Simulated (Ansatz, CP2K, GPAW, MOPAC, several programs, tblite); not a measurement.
# MgI2 from cheap methods to r2SCAN

How much accuracy does each second buy? MgI2 is computed with 11 methods, from the cheapest up to r2SCAN.

Method: no spin polarisation, static lattice; gaps from single points on the cell relaxed beforehand with r²SCAN+rVV10, in MOPAC, tblite, CP2K, GPAW, Ansatz (versions at each run).

## 1. Starting point

It takes space group R3m (No. 160, trigonal). Conventional cell: a = 4.055 Å, b = 4.055 Å, c = 21.766 Å, α = 90.00°, β = 90.00°, γ = 120.00°. Around Mg (site symmetry 3m) lie 6 I at 2.98 Å. I (site symmetry 3m) is surrounded by 3 Mg at 2.98 Å.

As a file:

```cif
data_structure
_symmetry_space_group_name_H-M 'P 1'
_symmetry_Int_Tables_number 1
_cell_length_a 7.6238
_cell_length_b 7.6238
_cell_length_c 7.6238
_cell_angle_alpha 30.846
_cell_angle_beta 30.846
_cell_angle_gamma 30.846
_cell_volume 103.32
loop_
_atom_site_label
_atom_site_type_symbol
_atom_site_fract_x
_atom_site_fract_y
_atom_site_fract_z
_atom_site_occupancy
Mg1 Mg 0.99999 0.99999 0.99999 1
I1 I 0.41792 0.41792 0.41792 1
I2 I 0.24876 0.24876 0.24876 1
```

The structure type (3R (MoS2) bulk) is imposed and need not be the compound's stable one.

**Question.** The methods are PM6, PM7, GFN1-xTB (tblite), GFN2-xTB (tblite), PBE/DZVP, PBE/single-zeta, PBE/SZV, coarse PBE, GLLB-SC, PBE, r2SCAN. What gap does r2SCAN give on this cell, and which other methods (full PBE left aside) come nearest to r2SCAN and farthest in gap?

| quantity | value |
| --- | --- |
| r2SCAN | gap 3.27 eV |
| gap: nearest and farthest of the other methods | GFN2-xTB (tblite) (+0.37 eV), PM7 (+5.54 eV) |

What this shows: Among the 9 methods compared for the gap (full PBE left aside), GFN2-xTB (tblite) is nearest to r2SCAN and PM7 farthest. A minimal basis or a coarse cutoff and mesh shifts results by its own error, so closeness to r2SCAN can be chance. Cluster runs see only the k-points that fold onto the zone centre, so their gaps can miss the band edges. GLLB-SC is compared with its derivative discontinuity added. No r2SCAN modulus is at hand, so moduli aren't ranked. CPU times run from 2.7 s (coarse PBE) to 3.2 min (GLLB-SC). On this cell GLLB-SC cost more than r2SCAN itself (50 s), so it is no saving here. r2SCAN is a yardstick, not the truth: it usually gives gaps below the measured ones. Spin-orbit coupling is left out throughout.
